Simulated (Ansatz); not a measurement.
Runs of Ansatz 0.2.0 on WS2. The cell holds a slab with vacuum, 3 atoms: a = 3.184 Å, b = 3.184 Å, c = 16.951 Å, α = 90.00°, β = 90.00°, γ = 120.00°. 

| task | level | cell | k mesh | smearing | gap on the mesh (eV) | relaxed volume (Å³/atom) |
| --- | --- | --- | --- | --- | --- | --- |
| Born charges and dielectric tensor | PBEsol | as given | 10 × 10 × 2 | fixed | (b) | - |
| phonons | LDA | as given | 7 × 7 × 2 | fixed | 2.10 | - |
| phonons | PBEsol | as given | 7 × 7 × 2 | fixed | 2.11 | - |
| relaxation of cell and atoms | LDA | relaxed | 10 × 10 × 2 | fermi-dirac 0.05 eV | 2.27 | 47.81 |
| relaxation of cell and atoms | PBEsol | relaxed | 10 × 10 × 2 | fermi-dirac 0.05 eV | 2.24 | (a) |

Alike in all rows: potentials or basis Ansatz PAW; no spin polarisation; cutoff (eV) 420.

Task: Fill in the values left out.

Result: (a) 48.43; (b) 1.98.

Caveats: spin-orbit coupling is left out, which moves the levels of the heavy elements; the PAW data sets come from PBE, with cores solved anew for the run's functional, which leaves a small shift of forces and pressure; odd divisions of the mesh miss points on the zone boundary, where band edges often lie, so the gap on the mesh can be too wide (some runs); the plane-wave basis is chosen anew once the cell has moved, so the energies of steps on either side of that aren't comparable (some runs).

A k mesh can miss the band edges, and the runs leave out spin-orbit coupling on W.

Runs at the PBE level aren't shown here.
